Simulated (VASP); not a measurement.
Here is a VASP 6.6.1 calculation.

The input INCAR:

```
ALGO     = Normal         # electronic algorithm
DIPOL    = 0.5 0.5 0.500
EDIFF    = 1E-6           # SCF threshold, eV
EDIFFG   = -0.02          # ionic threshold
ENCUT    = 520            # plane-wave cutoff, eV
GGA      = PE             # functional
IBRION   = 2              # ionic algorithm
IDIPOL   = 3            
ISIF     = 2              # what is computed and relaxed
ISMEAR   = -1             # smearing method
IVDW     = 13             # dispersion correction
LASPH    = T              # aspherical terms in the spheres
LCHARG   = F              # write CHGCAR
LDIPOL   = T            
LREAL    = F              # projectors in reciprocal space
LWAVE    = F              # write WAVECAR
NELM     = 100            # most SCF steps
NSW      = 40             # ionic steps
PREC     = Accurate       # precision mode
SIGMA    = 0.05           # smearing width, eV
```

Contents of KPOINTS:

```
k-points
0
Gamma
  5 5 1
```

POSCAR

```
BaS
1.0
    4.5166445648      0.0000000000      0.0000000000
    0.0000000000      4.5166445648      0.0000000000
    0.0000000000      0.0000000000     24.5812500000
Ba S
4 4
Selective dynamics
Direct
    0.5000000000      0.5000000000      0.3051106026  F F F
    0.0000000000      0.0000000000      0.4350368675  F F F
    0.5000000000      0.5000000000      0.5649631325  T T T
    0.0000000000      0.0000000000      0.6948893974  T T T
    0.0000000000      0.0000000000      0.3051106026  F F F
    0.5000000000      0.5000000000      0.4350368675  F F F
    0.0000000000      0.0000000000      0.5649631325  T T T
    0.5000000000      0.5000000000      0.6948893974  T T T
```

Potentials or basis: VASP PAW PBE potentials, release 64 (Ba_sv, S).

The run is started by

```sh
$ cat potpaw_PBE.64/Ba_sv/POTCAR potpaw_PBE.64/S/POTCAR > POTCAR
$ mpirun -np 1 vasp_std > vasp.out
```

(1) What does it give for the energy gained by relaxing?

(2) Estimate the band gap on the k mesh.

Results:

(1) 0.8 meV/atom.

(2) 2.06 eV, direct.

Caveat: spin-orbit coupling is left out, which moves the levels of the heavy elements.
